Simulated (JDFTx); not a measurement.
# NaH under changes of volume

One of the cells (14.527 Å³/atom); the others are scaled copies at fixed shape and fractional positions:

```
Na H
1.0
     0.00000    2.44000    2.44000
     2.44000    0.00000    2.44000
     2.44000    2.44000    0.00000
Na H
1 1
Direct
  0.00000 0.00000 0.00000
  0.50000 0.50000 0.50000
```

- Program: JDFTx 1.7.0 (patched build)
- Functional: r2SCAN
- Potentials or basis: SG15-PBE-1.2 with smoothed tails
- Cutoff: 1088 eV
- Density cutoff: 8708 eV
- k mesh: 9 × 9 × 9
- Occupations: fermi-dirac, width 0.05 eV
- Spin: no spin polarisation

| volume (Å³/atom) | energy over the lowest point (meV/atom) | pressure (GPa) | gap on the mesh (eV) |
| --- | --- | --- | --- |
| 13.655 | 0.87 | 0.6 | 4.77 |
| 13.946 | 0.00 | 0.0 | 4.72 |
| 14.236 | ? | ? | ? |
| 14.527 | 1.00 | -0.9 | 4.64 |
| 14.817 | 2.68 | -1.3 | 4.60 |
| 15.108 | 5.05 | -1.7 | 4.56 |
| 15.398 | 8.05 | -2.0 | 4.52 |

Problem. What does the run at 14.236 Å³/atom give?

Solution. Energy over the lowest point 0.08 meV/atom; pressure -0.5 GPa; gap on the mesh 4.68 eV.

Worked out: A Birch-Murnaghan fit of order 3 (a polynomial in V^(-2/3)) to the other rows has its minimum at 14.07 Å³/atom with B0 = V·E''(V) = 24 GPa and B' = 4.0. It gives 0.08 meV/atom at 14.236 Å³/atom, against the run's 0.08, and -dE/dV = -0.3 GPa, against -0.5. A straight line through the other rows of the gap, of slope -2.05 eV per unit of ln V, gives 4.68 eV, against the run's 4.68.

Caveats: the potentials were made for another functional, which shifts forces and pressure; an odd mesh through Γ misses points on the zone boundary, where band edges often lie.
